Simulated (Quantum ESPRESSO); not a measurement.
# Several settings converged on the (111) slab of Li2O (cut from a parent of space group no. 225; 6 atoms in the cell)

```xyz
6
Lattice="3.2505 0.0000 0.0000 -1.6253 2.8150 0.0000 0.0000 0.0000 17.9810" Properties=species:S:1:pos:R:3 pbc="T T T"
Li     1.6253     0.9383     7.0000
Li     0.0000     0.0000     8.3270
Li     3.2505     1.8767     9.6540
Li     1.6253     0.9383    10.9810
O      3.2505     1.8767     7.6635
O      3.2505     0.0000    10.3175
```

Base method: LDA (PW92), PseudoDojo standard norm-conserving (LDA) pseudopotentials (plane waves; Quantum ESPRESSO).

Base settings: ecutwfc = 85 Ry; occupations = smearing; smearing = fd; degauss = 0.00147 Ry; mixing_mode = local-TF; potentials = {Li: Li.upf, O: O.upf}; K_POINTS = automatic 4 4 1 0 0 0; conv_thr = 1e-10 Ry; mixing_beta = 0.2.

The count of work is k-points × plane waves × bands × iterations; it is no time. 

**The vacuum**

The mesh stays at the base's, so the ladder's end is converged at best in this setting alone.

Only quantities that move along the ladder and can be compared are tabulated.

| vacuum between outermost atoms (Å) | free energy less the last step's (meV/atom) | largest difference of a force vector from the last step's (eV/Å) | gap on the mesh (eV) | count of work / last |
|---|---|---|---|---|
| 3.0 | 6.87 | 0.087 | 2.556 | 0.095 |
| 5.0 | 1.86 | 0.016 | 2.227 | 0.12 |
| 7.0 | 0.34 | 0.005 | 2.473 | 0.16 |
| 10.0 | 0.01 | 0.000 | 2.702 | 0.21 |
| 14.0 | 0.00 | 0.000 | 2.775 | 0.36 |
| 30.0 | 0.00 | 0.000 | 2.786 | 1.0 |

Smallest vacuum between outermost atoms (Å) that holds the gap on the mesh within 0.05 eV of the last step, with all finer ones: 14.0, at 0.36 of the last step's count of work; the step before is off by 0.085 eV.

Smallest vacuum between outermost atoms (Å) that holds the free energy within 5 meV/atom of the last step, with all finer ones: 5.0, at 0.12 of the last step's count of work; the step before is off by 6.9 meV/atom.

Smallest vacuum between outermost atoms (Å) that holds the forces within 0.02 eV/Å of the last step, with all finer ones: 5.0, at 0.12 of the last step's count of work; the step before is off by 0.087 eV/Å.

**The k-point mesh**

Only quantities that move along the ladder and can be compared are tabulated.

| K_POINTS | free energy less the last step's (meV/atom) | largest difference of a force vector from the last step's (eV/Å) | count of work / last |
|---|---|---|---|
| automatic 2 2 1 0 0 0 | 71.50 | 0.107 | 0.035 |
| automatic 4 4 1 0 0 0 | 0.55 | 0.003 | 0.086 |
| automatic 5 5 1 0 0 0 | 0.07 | 0.000 | 0.096 |
| automatic 7 7 1 0 0 0 | 0.00 | 0.000 | 0.16 |
| automatic 22 22 1 0 0 0 | 0.00 | 0.000 | 1.0 |

Coarsest K_POINTS that holds the forces within 0.02 eV/Å of the last step, with all finer ones: automatic 4 4 1 0 0 0, at 0.086 of the last step's count of work; the step before is off by 0.11 eV/Å.

Coarsest K_POINTS that holds the free energy within 2 meV/atom of the last step, with all finer ones: automatic 4 4 1 0 0 0, at 0.086 of the last step's count of work; the step before is off by 71 meV/atom.

**The plane-wave cutoff**

The mesh stays at the base's, so the ladder's end is converged at best in this setting alone.

Only quantities that move along the ladder and can be compared are tabulated.

```csv
ecutwfc,free energy less the last step's (meV/atom),largest difference of a force vector from the last step's (eV/Å),gap on the mesh (eV),count of work / last
42 Ry,1078.41,0.099,2.276,0.12
59 Ry,63.36,0.004,2.687,0.20
85 Ry,0.20,0.000,2.775,0.40
102 Ry,0.11,0.000,2.777,0.50
170 Ry,0.00,0.000,2.777,1.0
```

Coarsest ecutwfc that holds the gap on the mesh within 0.02 eV of the last step, with all finer ones: 85 Ry, at 0.40 of the last step's count of work; the step before is off by 0.090 eV.

Coarsest ecutwfc that holds the forces within 0.02 eV/Å of the last step, with all finer ones: 59 Ry, at 0.20 of the last step's count of work; the step before is off by 0.099 eV/Å.

Coarsest ecutwfc that holds the free energy within 2 meV/atom of the last step, with all finer ones: 85 Ry, at 0.40 of the last step's count of work; the step before is off by 63 meV/atom.

On the base run: the starting cell has typed, rounded lattice constants, without a prior relaxation at this level. The slab is cut from that crystal, and its faces are unrelaxed. Its lattice was rescaled by up to half a per cent. Spin polarisation is off, though cut faces can carry moments; a gap of a slab can lie between surface states.
